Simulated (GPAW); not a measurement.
# MgO (Fm-3m) in GPAW: settings compared, part 2 of 2

GPAW 26.7.0. The steps go on from the part before.

### Step 3. Single point, PBEsol

File run.py:

```python
from ase.dft.bandgap import bandgap
from ase.io import read, write
from ase.units import GPa
from gpaw import GPAW, PW, setup_paths

setup_paths.insert(0, '.')

atoms = read('MgO.xyz')

calc = GPAW(mode=PW(800),
            xc='PBEsol',
            kpts={'size': (11, 11, 11), 'gamma': True},
            occupations={'name': 'methfessel-paxton', 'order': 0, 'width': 0.02},
            nbands=16,
            convergence={'density': 1e-05, 'energy': 1e-05},
            maxiter=150,
            txt='gpaw.txt')
atoms.calc = calc
energy = atoms.get_potential_energy()
forces = atoms.get_forces()
stress = atoms.get_stress()
calc.write('gs.gpw')
write('result.traj', atoms)
print(f'Energy: {energy:.6f} eV')
print('Forces (eV/A):')
print(forces.round(4))
print('Stress (GPa):', (stress / GPa).round(3))
print('Fermi level:', round(calc.get_fermi_level(), 4), 'eV')
print(f'Gap: {bandgap(calc)[0]:.4f} eV, direct: {bandgap(calc, direct=True)[0]:.4f} eV')
```

File MgO.xyz:

```xyz
2
Lattice="0.0000000000 2.0970013927 2.0970013927 2.0970013927 0.0000000000 2.0970013927 2.0970013927 2.0970013927 0.0000000000" Properties=species:S:1:pos:R:3 pbc="T T T"
Mg     0.0000000000      0.0000000000      0.0000000000
O      2.0970013927      2.0970013927      2.0970013927
```

Potentials or basis: PAW data sets generated in the run's folder for this functional, pw.

On the command line:

```console
gpaw-setup -f PBEsol Mg O
OMP_NUM_THREADS=1 python run.py
```

It took 16 s on 1 thread of Arm Neoverse V1, shared host; peak memory 0.15 GiB.

Results (log left out):

```yaml
Free_energy: -12.7824 eV
Pressure: 3.1 GPa
Band_gap_on_the_k_mesh: 4.78 eV, direct
```

Levels at points of the mesh, in eV from the valence-band top:
```tsv
k point	band 5	band 6	band 7	band 8	band 9	band 10	band 11	band 12
(0.00, 0.00, 0.00)	-17.23	0.00	0.00	0.00	4.78	15.72	15.72	15.72
```

### Step 4. Single point, RPBE+D4

File run.py:

```python
from ase import Atoms
from ase.calculators.mixing import SumCalculator
from ase.dft.bandgap import bandgap
from ase.io import write
from ase.units import GPa
from dftd4.ase import DFTD4
from gpaw import GPAW, PW

atoms = Atoms(['Mg', 'O'],
              cell=[[0.0, 2.0970013927, 2.0970013927],
                    [2.0970013927, 0.0, 2.0970013927],
                    [2.0970013927, 2.0970013927, 0.0]],
              scaled_positions=[[0.0, 0.0, 0.0],
                                [0.5, 0.5, 0.5]],
              pbc=True)

calc = GPAW(mode=PW(800),
            xc='RPBE',
            kpts={'size': (11, 11, 11), 'gamma': True},
            occupations={'name': 'methfessel-paxton', 'order': 0, 'width': 0.1},
            nbands=16,
            convergence={'density': 1e-05, 'energy': 1e-05},
            maxiter=150,
            txt='gpaw.txt')
atoms.calc = SumCalculator([calc, DFTD4(method='rpbe')])
energy = atoms.get_potential_energy()
forces = atoms.get_forces()
stress = atoms.get_stress()
calc.write('gs.gpw')
write('result.traj', atoms)
print(f'Energy: {energy:.6f} eV')
print('Forces (eV/A):')
print(forces.round(4))
print('Stress (GPa):', (stress / GPa).round(3))
print('Fermi level:', round(calc.get_fermi_level(), 4), 'eV')
print(f'Gap: {bandgap(calc)[0]:.4f} eV, direct: {bandgap(calc, direct=True)[0]:.4f} eV')
```

Potentials or basis: the program's PAW data sets (release 1.2.1) made for this functional, pw.

On the command line:

```console
OMP_NUM_THREADS=1 python run.py
```

Run time: 18 s. Hardware: 1 thread of Arm Neoverse V1, shared host; peak memory 0.15 GiB.

It converged, with:

```
Free energy                : -12.2137 eV
Pressure                   : 4.5 GPa
Band gap on the k mesh     : 5.00 eV, direct
Dispersion energy per atom : -0.366 eV
```

Levels at points of the mesh, in eV from the valence-band top:
| k point | band 6 | band 7 | band 8 | band 9 | band 10 | band 11 |
| --- | --- | --- | --- | --- | --- | --- |
| (0.00, 0.00, 0.00) | 0.00 | 0.00 | 0.00 | 5.00 | 16.03 | 16.03 |

### Step 5. Single point, PBE

File run.py:

```python
from ase.dft.bandgap import bandgap
from ase.io import read, write
from ase.units import GPa
from gpaw import GPAW, PW

atoms = read('POSCAR')

calc = GPAW(mode=PW(800),
            xc='PBE',
            kpts={'size': (11, 11, 11), 'gamma': True},
            occupations={'name': 'methfessel-paxton', 'order': 0, 'width': 0.1},
            nbands=16,
            convergence={'density': 1e-05, 'energy': 1e-05},
            maxiter=150,
            txt='gpaw.txt')
atoms.calc = calc
energy = atoms.get_potential_energy()
forces = atoms.get_forces()
stress = atoms.get_stress()
calc.write('gs.gpw')
write('result.traj', atoms)
print(f'Energy: {energy:.6f} eV')
print('Forces (eV/A):')
print(forces.round(4))
print('Stress (GPa):', (stress / GPa).round(3))
print('Fermi level:', round(calc.get_fermi_level(), 4), 'eV')
print(f'Gap: {bandgap(calc)[0]:.4f} eV, direct: {bandgap(calc, direct=True)[0]:.4f} eV')
```

File POSCAR:

```
MgO
1.0
    0.0000000000      2.0970013927      2.0970013927
    2.0970013927      0.0000000000      2.0970013927
    2.0970013927      2.0970013927      0.0000000000
Mg O
1 1
Direct
    0.0000000000      0.0000000000      0.0000000000
    0.5000000000      0.5000000000      0.5000000000
```

Potentials or basis: GPAW PAW data sets (gpaw-data 1.2.1), pw.

On the command line:

```console
OMP_NUM_THREADS=1 python run.py
```

gpaw.txt:

```text
__  _  _
 | _ |_)|_||  |
 |__||  | ||/\| - 26.7.0

Input parameters:
  mode=PW(ecut=800.0),
  convergence={'density': 1e-05, 'energy': 1e-05},
  kpts=MonkhorstPack(size=(11, 11, 11), gamma=True),
  maxiter=150,
  nbands=16,
  occupations=Occupations(name='methfessel-paxton', order=0, width=0.1),
  xc=XC(name='PBE')

Diagonalizing LCAO Hamiltonian
Converting LCAO to pw mode

              O

       Mg

Atoms  # Å, Bohr magnetons
|   | symbol |        x |        y |        z |    initial magnetic moments |
|---|--------|----------|----------|----------|-----------------------------|
| 0 |     Mg | 0.000000 | 0.000000 | 0.000000 | ( 0.0000,  0.0000,  0.0000) |
| 1 |      O | 2.097001 | 2.097001 | 2.097001 | ( 0.0000,  0.0000,  0.0000) |

Unit cell  # Å
| periodic |        x |        y |        z |  lengths |    angles |
|----------|----------|----------|----------|----------|-----------|
|      yes | 0.000000 | 2.097001 | 2.097001 | 2.965608 | 60.000000 |
|      yes | 2.097001 | 0.000000 | 2.097001 | 2.965608 | 60.000000 |
|      yes | 2.097001 | 2.097001 | 0.000000 | 2.965608 | 60.000000 |

Number of symmetries: 48
Symmetry operations  # r_c * U_cc + t_c -> r_c
|    | kind |            matrix            |
|----|------|------------------------------|
|  0 |  σ   |  1, 0, 0,  1, 0,-1,  1,-1, 0 |
|  1 |  C2  |  1, 0, 0,  1,-1, 0,  1, 0,-1 |
|  2 |  E   |  1, 0, 0,  0, 1, 0,  0, 0, 1 |
|  3 |  σ   |  1, 0, 0,  0, 0, 1,  0, 1, 0 |
|  4 |  C4  |  1, 0,-1,  1, 0, 0,  1,-1, 0 |
|  5 |  S6  |  1, 0,-1,  1,-1, 0,  1, 0, 0 |
[... 169 lines left out ...]
- Maximum integral of absolute [dens]ity change: 1e-05 electrons / valence electron
- Maximum [total energy] change in last 3 cyles: 1e-05 eV / valence electron
- Maximum integral of absolute [eigenst]ate change: 4e-08 eV^2 / valence electron
maximum number of iterations: 150

SCF iterations
|iter     | |      energy | eigst |  dens |
|---------|-|-------------|-------|-------|
|iter:   1| |  -13.516536 | +0.17 |       |
|iter:   2| |  -13.159845 | -2.14 | -0.99 |
|iter:   3| |  -12.183760 | -1.37 | -1.04 |
|iter:   4| |  -12.189972 | -3.10 | -1.58 |
|iter:   5| |  -12.195715 | -3.07 | -1.85 |
|iter:   6| |  -12.195768 | -5.29 | -3.02 |
|iter:   7| |  -12.195785c| -6.18 | -3.40 |
|iter:   8| |  -12.195785c| -7.95c| -4.39 |
|iter:   9| |  -12.195785c| -8.21c| -5.14c|

Converged in 9 steps
Energy contributions relative to reference atoms: (reference = -7490.497190)

Energy contributions:
  Kinetic:          13.284714
  Coulomb:         -11.227278
  Zero:              0.191287
  External:          0.000000
  Xc:              -14.444509
  Entropy:          -0.000000
  Spinorbit:         0.000000
  ----------------------------
  Free energy:     -12.195785
  Extrapolated:    -12.195785

dipole moment: (-6.014540, -6.014540, -6.014540)  # |e|*Ang

Fermi level: 5.689
Eigenvalues  # (at kpt = [0.000, 0.000, 0.000])
| band index |      eig [eV] | occ [0-2] |
|------------|---------------|-----------|
|          0 |       -67.346 |     2.000 |
|          1 |       -34.089 |     2.000 |
|          2 |       -34.089 |     2.000 |
|          3 |       -34.089 |     2.000 |
|          4 |       -12.274 |     2.000 |
|          5 |         5.010 |     2.000 |
[... 8 lines left out ...]
|         14 |        26.672 |     0.000 |
|         15 |        29.621 |     0.000 |

Gap: 4.895 eV
Transition (v -> c):
  (s=0, k=0, n=7, [0.00, 0.00, 0.00]) -> (s=0, k=0, n=8, [0.00, 0.00, 0.00])
No difference between direct/indirect transitions

Forces  # eV/Ang
|        x |       y |        z |
|----------|---------|----------|
|  0.00000 | 0.00000 | -0.00000 |  # Mg   0
| -0.00000 | 0.00000 | -0.00000 |  # O    1

Stress tensor  # eV/Ang^3
|         x |         y |         z |
|-----------|-----------|-----------|
| -0.043490 |  0.000000 |  0.000000 |
|  0.000000 | -0.043490 | -0.000000 |
|  0.000000 | -0.000000 | -0.043490 |

# Writing to gs.gpw (mode='')
```

Run time: 14 s. Hardware: 1 thread of Arm Neoverse V1, shared host; peak memory 0.15 GiB.

What came out:

```yaml
Free_energy: -12.1958 eV
Pressure: 7.0 GPa
Band_gap_on_the_k_mesh: 4.89 eV, direct
```

### Step 6. Overview

```tsv
level	potentials or basis	smearing	gap on the mesh (eV)	pressure (GPa)
PBE	GPAW PAW data sets (gpaw-data 1.2.1), pw	gaussian 0.03 eV	4.89	7.0
PBEsol	PAW data sets generated in the run's folder for this functional, pw	gaussian 0.02 eV	4.78	3.1
RPBE+D4	the program's PAW data sets (release 1.2.1) made for this functional, pw	gaussian 0.1 eV	5.00	4.5
PBE	GPAW PAW data sets (gpaw-data 1.2.1), pw	gaussian 0.1 eV	4.89	7.0
```

Alike in all rows: task single point; no spin polarisation; cell as given; k mesh 11 × 11 × 11; cutoff (eV) 800.

Absolute energies hang on the potentials; compare differences alone.

### Step 7. Comparison with measurements

Step 2. Measured gap of MgO: 7.83 eV (quoted in “Electronic structure of alkaline earth and post-transition metal oxides”, 2009, arxiv:0908.1581). This calculation gives 4.89 eV (-2.94 eV). The value is that of PBE, without temperature or zero-point motion. Semilocal functionals fall short of measured gaps as a rule. The cell is a database's relaxed one, not the measured one, which moves gaps too.

Step 3. A measured gap of MgO is 7.83 eV (quoted in “Electronic structure of alkaline earth and post-transition metal oxides”, 2009, arxiv:0908.1581); the calculated 4.78 eV misses it by -3.05 eV. The value is that of PBEsol, without temperature or zero-point motion. Semilocal functionals fall short of measured gaps as a rule. The cell is a database's relaxed one, not the measured one, which moves gaps too.

Step 4. A measured gap of MgO is 7.83 eV (quoted in “Electronic structure of alkaline earth and post-transition metal oxides”, 2009, arxiv:0908.1581); the calculated 5.00 eV misses it by -2.83 eV. The value is that of RPBE+D4, without temperature or zero-point motion. Semilocal functionals fall short of measured gaps as a rule. The cell is a database's relaxed one, not the measured one, which moves gaps too.

Step 5. Against the measured gap of MgO, 7.83 eV (quoted in “Electronic structure of alkaline earth and post-transition metal oxides”, 2009, arxiv:0908.1581), the calculated 4.89 eV is off by -2.94 eV. The value is that of PBE, without temperature or zero-point motion. Semilocal functionals fall short of measured gaps as a rule. The cell is a database's relaxed one, not the measured one, which moves gaps too.
